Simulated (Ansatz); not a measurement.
input.yaml

```yaml
crystal:
  lattice:
    - [-1.8572098088, 1.8572098088, 2.831222007]
    - [1.8572098088, -1.8572098088, 2.831222007]
    - [1.8572098088, 1.8572098088, -2.831222007]
  atoms:
    - { symbol: Na, position: [0.0, 0.0, 0.0] }
basis:
  ecutwfc: 420
kpoints:
  mp_grid: { grid: [16, 16, 16] }
hamiltonian:
  xc: pbe
scf:
  occupations: { method: gaussian, width: 0.1 }
output:
  forces: true
  stress: true
  eigenvalues: true
```

Launched with
```bash
ansatz run input.yaml --threads 1 --pin off --max-ram 1331MiB --backend cpu --events-out ev --progress --plain --runs-dir out
```

Computed with Ansatz 0.2.0, DFT PBE, scalar-relativistic, plane waves, PAW.

Abridged output (iterations and final results):

```
SCF iter   1: F=—  HF=-1486.414604 eV  |F-HF|=—  |Δ(HF+E_count)|=         —  Δρ=4.70e-4  dr2=4.89e-5  ethr=1.77e-3  ⟨swp⟩=4.9  Hψ=20155  notcnv=0
SCF iter   2: F=—  HF=-1486.414472 eV  |F-HF|=—  |Δ(HF+E_count)|=   1.32e-4  Δρ=1.58e-4  dr2=1.06e-5  ethr=5.43e-7  ⟨swp⟩=2.1  Hψ=7556  notcnv=0
SCF iter   3: F=—  HF=-1486.414493 eV  |F-HF|=—  |Δ(HF+E_count)|=   2.06e-5  Δρ=6.73e-5  dr2=2.12e-6  ethr=1.18e-7  ⟨swp⟩=2.7  Hψ=4291  notcnv=0
SCF iter   4: F=-1486.414497 eV  HF=-1486.414498 eV  |F-HF|=8.97e-8  |Δ(HF+E_count)|=   4.97e-6  Δρ=2.25e-5  dr2=8.82e-8  ethr=2.35e-8  ⟨swp⟩=2.0  Hψ=3410  notcnv=0
SCF iter   5: F=-1486.414498 eV  HF=-1486.414498 eV  |F-HF|=1.48e-10  |Δ(HF+E_count)|=   4.41e-8  Δρ=1.87e-6  dr2=8.51e-10  ethr=9.80e-10  ⟨swp⟩=2.0  Hψ=4410  notcnv=0
SCF iter   6: F=-1486.414498 eV  HF=-1486.414498 eV  |F-HF|=2.27e-13  |Δ(HF+E_count)|=  7.64e-11  Δρ=4.04e-8  dr2=9.46e-13  ethr=9.46e-12  ⟨swp⟩=3.0  Hψ=10655  notcnv=0
SCF 1 converged in 6 iterations: F = -1486.414498 eV  dr2 = 9.46e-13
SCF converged after 6 iterations
Free energy (F): -1486.414498 eV
Harris-Foulkes:  -1486.414498 eV  (|F-HF|=2.27e-13)
Internal energy: -1486.411921 eV  (E = F + TS)
E sigma→0 (E₀):  -1486.413209 eV
Entropy (-TS):   -0.002576 eV (-2.576 meV/atom)
Fermi energy:    1.540414 eV
--- Per-component energies (eV) ---
  E_band       = -243.332173
  E_kinetic    = 120.048140
  E_local      = -1458.103405  (includes V_loc(G=0)·N_el)
  E_nonlocal   = 115.073316
  E_hartree    = 534.378276
  E_xc         = -38.273063
  E_vxc        = -49.173040  (∫ρ·V_xc dr)
  E_paw        = -263.166143  (= ΣΔE_a)
  E_vpaw       = -39.933726  (= ΣTr[D̂ρ^β])
  E_aug_tail   = -0.000030  (compensation charges beyond the density's cutoff)
  E_ewald      = -496.369013
  E_smearing   = -0.002576  (= −TS)
--- Forces (eV/Å), atoms counted from 1 ---
  atom   1  Na     0.00000000     0.00000000     0.00000000
--- Stress (GPa, compression-positive) ---
       -0.279310       0.000000       0.000000
        0.000000      -0.279310       0.000000
        0.000000       0.000000      -0.560116
  P = ⅓ Tr σ = -0.3729 GPa (-3.729 kbar)
--- Band table (eV; the first three rows and the last of 349) ---
  k-point 0: bands = ["-51.5123", "-23.4188", "-23.4188", "-23.4184", "-1.6455", "12.1635", "12.4308", "12.4308", "13.4089"]
  k-point 1: bands = ["-51.5122", "-23.4200", "-23.4194", "-23.4187", "-1.5578", "11.5611", "11.5844", "11.7800", "13.2955"]
  k-point 2: bands = ["-51.5120", "-23.4232", "-23.4210", "-23.4197", "-1.2953", "10.4990", "10.7160", "10.8680", "12.3856"]
  k-point 348: bands = ["-51.5108", "-23.4441", "-23.4270", "-23.4270", "2.7758", "3.2866", "8.0781", "8.9456", "8.9456"]
```

The calculation finished and met its thresholds.